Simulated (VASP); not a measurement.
**Moving the dispersion correction in Al**

The cell as given:

Symmetry: Fm-3m, No. 225, cubic system. The conventional cell has a = 4.050 Å, b = 4.050 Å, c = 4.050 Å, α = 90.00°, β = 90.00°, γ = 90.00°. Al (site symmetry m-3m) is surrounded by 12 Al at 2.86 Å.

Kept alike: task relaxation of cell and atoms; functional SCAN; k mesh 11 × 11 × 11; occupations fermi-dirac, width 0.05 eV; no spin polarisation. Program: VASP, PBE PAW files Al, 600 eV. The mesh is that of the run's cell of 1 atom. No spin-orbit coupling.

```csv
dispersion correction,volume (Å³/atom)
D3(zero),15.989
D3(BJ),15.901
D4,15.924
none,16.105
rVV10 (b = 15.7),16.069
```

The relaxations keep at least the cell's symmetry (Fm-3m). For a metal such a mesh leaves the last digits unconverged. Relaxations stop with a little pressure left, so the last digits of a volume or edge aren't settled. All rows use potentials made for PBE.

Q: What does the dispersion correction change here?

A: The volume runs from 15.901 (D3(BJ)) to 16.105 Å³/atom (none). Against no correction: D3(zero) -0.7 %; D3(BJ) -1.3 %; D4 -1.1 %; rVV10 (b = 15.7) -0.2 %. Dispersion terms mostly attract and so lower the volume; the schemes' coefficients and damping set how far. Measured: 16.6 Å³/atom at 298.15 K (COD entry, doi:10.1063/1.1698520); nearest none, 0.49 Å³/atom off. The runs are for a static lattice.

Every correction contracts aluminium, and since uncorrected SCAN already lies below the measured volume, each one moves the result further from it. Cohesion here comes mainly from delocalised s and p electrons, which a semilocal functional describes directly, and SCAN also captures part of the intermediate-range attraction. An added dispersion term therefore probably counts some of the binding twice. Atom-pairwise schemes face a further difficulty in a simple metal, where mobile electrons screen the fluctuating dipoles that such schemes assign to individual atoms. This may be why D3 and D4 contract the cell more than the density-based rVV10, whose shift is too small to separate it firmly from the uncorrected result.

Zero-point motion and thermal expansion would enlarge all the calculated volumes, so the remaining 0.49 Å³/atom shouldn't be read wholly as an error of SCAN. The case for omitting the correction in the bulk doesn't carry over to molecules adsorbed on aluminium, where long-range attraction can dominate the binding.
